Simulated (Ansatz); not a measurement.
# Hg: the cost of one run

Computed with Ansatz 0.2.0 (DFT PBEsol, scalar-relativistic, plane waves, PAW, unless a step's input says otherwise).

## 1. Starting point

It takes space group P-1 (No. 2, triclinic). The conventional cell has a = 3.225 Å, b = 3.228 Å, c = 8.798 Å, α = 79.85°, β = 89.94°, γ = 60.04°. Hg (site symmetry -1) has 6 Hg at 3.22 to 3.23 Å as nearest neighbours.

Cell or atoms stand a little off a more symmetric structure (R-3m at a tolerance of 0.3 Å), so results at this geometry aren't those of that ideal crystal.

As a file:

```xyz
1
Lattice="3.2250 0.0006 0.0000 1.6115 2.7969 0.0000 0.0087 1.7844 8.6147" Properties=species:S:1:pos:R:3 pbc="T T T"
Hg    1.6125    0.0003    0.0000
```

It goes back to an entry of the Materials Project, which need not be the stable form.

It is the result of an earlier relaxation at this level (volume 77.70 Å³/atom; gap on the mesh: 0.76 eV).

## 2. Zero of the scan

File input.yaml:

```yaml
crystal:
  lattice:
    - [3.2249965145, 0.0006280071, -2.152e-07]
    - [1.6115046936, 2.7969417238, 2.8781e-06]
    - [0.0087092224, 1.7844333922, 8.6146705231]
  atoms:
    - { symbol: Hg, position: [0.5, 0.0, 0.0] }
basis:
  ecutwfc: 420
kpoints:
  mp_grid: { grid: [10, 10, 4] }
hamiltonian:
  xc: pbesol
scf:
  occupations: { method: gaussian, width: 0.05 }
output:
  forces: true
  stress: true
  eigenvalues: true
```

**Question.** How long does this run take on 1 thread of an Arm CPU, shared host, and how much memory does it need?

About 7.9 s, with a peak of 0.45 GiB.
